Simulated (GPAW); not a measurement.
PbO2 in GPAW: convergence with plane-wave cutoff (eV)

Input of the first run (plane-wave cutoff (eV) 300); the others differ in this setting and in those tied to it:

The input run.py:

```python
from ase.dft.bandgap import bandgap
from ase.io import read, write
from ase.units import GPa
from gpaw import GPAW, PW

atoms = read('POSCAR')

calc = GPAW(mode=PW(300),
            xc='RPBE',
            kpts={'size': (7, 7, 7), 'gamma': True},
            occupations={'name': 'fermi-dirac', 'width': 0.05},
            nbands=24,
            convergence={'density': 1e-05, 'energy': 1e-05},
            maxiter=100,
            txt='gpaw.txt')
atoms.calc = calc
energy = atoms.get_potential_energy()
forces = atoms.get_forces()
stress = atoms.get_stress()
calc.write('gs.gpw')
write('result.traj', atoms)
print(f'Energy: {energy:.6f} eV')
print('Forces (eV/A):')
print(forces.round(4))
print('Stress (GPa):', (stress / GPa).round(3))
print('Fermi level:', round(calc.get_fermi_level(), 4), 'eV')
print(f'Gap: {bandgap(calc)[0]:.4f} eV, direct: {bandgap(calc, direct=True)[0]:.4f} eV')
```

POSCAR

```
PbO2
1.0
    0.0000000000      2.7019920000      2.7019920000
    2.7019920000      0.0000000000      2.7019920000
    2.7019920000      2.7019920000      0.0000000000
Pb O
1 2
Direct
    0.0000000000      0.0000000000      0.0000000000
    0.7500000000      0.7500000000      0.7500000000
    0.2500000000      0.2500000000      0.2500000000
```

Potentials or basis: the program's PAW data sets (release 1.2.1) made for this functional, pw.

Launch:

```console
$ OMP_NUM_THREADS=1 python run.py
```

The cell comes from a database or a generator and needn't be the stable form of this composition.

Hardware: 1 thread of Arm Neoverse V1, on a shared host.

| plane-wave cutoff (eV) | energy less the tightest run, at zero smearing (meV/atom) | pressure (GPa) | SCF cycles | CPU time (s) | peak memory (GiB) |
| --- | --- | --- | --- | --- | --- |
| 300 | 4692.26 | -140.15 | 10 | 7.1 | 0.13 |
| 350 | 2512.26 | -91.91 | 10 | 11 | 0.13 |
| 400 | 1210.77 | -52.40 | 10 | 11 | 0.13 |
| 500 | 280.08 | -14.71 | 10 | 11 | 0.14 |
| 600 | 53.96 | -1.88 | 10 | 19 | 0.16 |
| 700 | 8.42 | 1.65 | 10 | 20 | 0.16 |
| 800 | 1.00 | 2.50 | 10 | 20 | 0.17 |
| 1000 | 0.31 | 2.62 | 10 | 32 | 0.19 |
| 1200 | 0.00 | 2.61 | 10 | 33 | 0.22 |

Against the tightest run, the energy stays within 1 meV/atom from 800 on; the pressure stays within 0.1 GPa from 1000 on. The tightest run that finished is the yardstick and may itself not be fully converged.

The run has no spin-orbit coupling, so splittings on Pb are missing.
